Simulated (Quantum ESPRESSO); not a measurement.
## BN under changes of volume

One of the cells (5.959 Å³/atom); the others are scaled copies at fixed shape and fractional positions:

```xyz
2
Lattice="0.0000 1.8130 1.8130 1.8130 0.0000 1.8130 1.8130 1.8130 0.0000" Properties=species:S:1:pos:R:3 pbc="T T T"
N     0.9065    0.9065    0.9065
B     0.0000    0.0000    0.0000
```

The cell is a database's computed one.

| Property | Result |
| --- | --- |
| Program | Quantum ESPRESSO 7.5 |
| Functional | PBE |
| Dispersion | D3(BJ) |
| Potentials or basis | PseudoDojo 0.4.1 SR PBE standard |
| Cutoff | 1143 eV |
| Density cutoff | 4572 eV |
| k mesh | 13 × 13 × 13 |
| Occupations | fermi-dirac, width 0.05 eV |
| Spin | no spin polarisation |

| volume (Å³/atom) | energy over the lowest point (meV/atom) | pressure (GPa) | gap on the mesh (eV) |
| --- | --- | --- | --- |
| 5.602 | 15.74 | 19.6 | 4.68 |
| 5.721 | 4.63 | 10.4 | 4.65 |
| 5.840 | 0.00 | 2.1 | 4.62 |
| 5.959 | ? | ? | ? |
| 6.078 | 7.88 | -12.3 | 4.57 |
| 6.198 | 19.37 | -18.5 | 4.54 |
| 6.317 | 35.30 | -24.2 | 4.52 |

Task: What does the run at 5.959 Å³/atom give?

Result: Energy over the lowest point 1.26 meV/atom; pressure -5.4 GPa; gap on the mesh 4.60 eV.

Worked out: A Birch-Murnaghan fit of order 3 (a polynomial in V^(-2/3)) to the other rows has its minimum at 5.87 Å³/atom with B0 = V·E''(V) = 380 GPa and B' = 3.8. It gives 1.26 meV/atom at 5.959 Å³/atom, against the run's 1.26, and -dE/dV = -5.4 GPa, against -5.4. A straight line through the other rows of the gap, of slope -1.34 eV per unit of ln V, gives 4.60 eV, against the run's 4.60.

Energies are extrapolated to zero smearing.

Caveats: an odd mesh through Γ misses points on the zone boundary, where band edges often lie.
